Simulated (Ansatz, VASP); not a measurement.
**Two plane-wave programs on AlN**

Contents of INCAR:

```
SYSTEM = AlN
PREC     = Accurate       ! precision mode
ENCUT    = 600            ! plane-wave cutoff, eV
EDIFF    = 1E-6           ! SCF threshold, eV
ISMEAR   = 0              ! smearing method
SIGMA    = 0.02           ! smearing width, eV
LREAL    = .False.        ! projectors in reciprocal space
LASPH    = .True.         ! aspherical terms in the spheres
NELM     = 100            ! most SCF steps
ALGO     = Normal         ! electronic algorithm
ISIF     = 3              ! what is computed and relaxed
LWAVE    = .False.        ! write WAVECAR
LCHARG   = .False.        ! write CHGCAR
GGA      = PE             ! functional
IBRION   = 2              ! ionic algorithm
NSW      = 100            ! ionic steps
EDIFFG   = -0.005         ! ionic threshold
```

The input KPOINTS:

```
regular mesh
0
Gamma
  9 9 4
  0 0 0
```

POSCAR

```
AlN
1.0
    3.1285881360      0.0000000000      0.0000000000
   -1.5642940680      2.7094368037      0.0000000000
    0.0000000000      0.0000000000      5.0169550000
Al N
2 2
Direct
    0.6666666700      0.3333333300      0.4992870000
    0.3333333300      0.6666666700      0.9992870000
    0.6666666700      0.3333333300      0.8807130000
    0.3333333300      0.6666666700      0.3807130000
```

Input for Ansatz:

```yaml
crystal:
  lattice:
    - [3.128588136, 0.0, 0.0]
    - [-1.564294068, 2.7094368037, 0.0]
    - [0.0, 0.0, 5.016955]
  atoms:
    - { symbol: Al, position: [0.66666667, 0.33333333, 0.499287] }
    - { symbol: Al, position: [0.33333333, 0.66666667, 0.999287] }
    - { symbol: "N", position: [0.66666667, 0.33333333, 0.880713] }
    - { symbol: "N", position: [0.33333333, 0.66666667, 0.380713] }
basis:
  ecutwfc: 420
kpoints:
  mp_grid: { grid: [9, 9, 4] }
hamiltonian:
  xc: pbe
scf:
  occupations: { method: gaussian, width: 0.02 }
output:
  forces: true
  stress: true
  eigenvalues: true
  write_density: true
  write_potential: true
  elf: true
  volumetric_format: npy
relax:
  adjacent_minimum: "off"
  f_tol: 0.005
  max_steps: 80
  cell: { stress_tol: 0.05 }
```

The cell is a database's computed one.

Alike in both runs: task relaxation of cell and atoms; functional PBE; k mesh 9 × 9 × 4; occupations gaussian, width 0.02 eV; no spin polarisation.

|  | VASP | Ansatz |
| --- | --- | --- |
| version | VASP 6.6.1 | Ansatz 0.2.0 |
| potentials or method | VASP PAW PBE potentials, release 64 (Al, N) | scalar-relativistic, plane waves, PAW |
| plane-wave cutoff (eV) | 600 | 420 |
| valence electrons in the cell | 16 | 16 |

Ansatz gave:

```
gap on the k mesh at the Fermi level, each at its own relaxed structure (eV) : 4.03
relaxed volume (Å³/atom)                                                     : 10.65
relaxed cell length with the largest relative difference (Å)                 : 3.130
```

Question: Estimate VASP's values.

Answer: gap on the k mesh at the Fermi level, each at its own relaxed structure (eV): 4.06; relaxed volume (Å³/atom): 10.62; relaxed cell length with the largest relative difference (Å): 3.128.

Expect the measured gap to be larger: semilocal functionals such as PBE lack the derivative discontinuity.
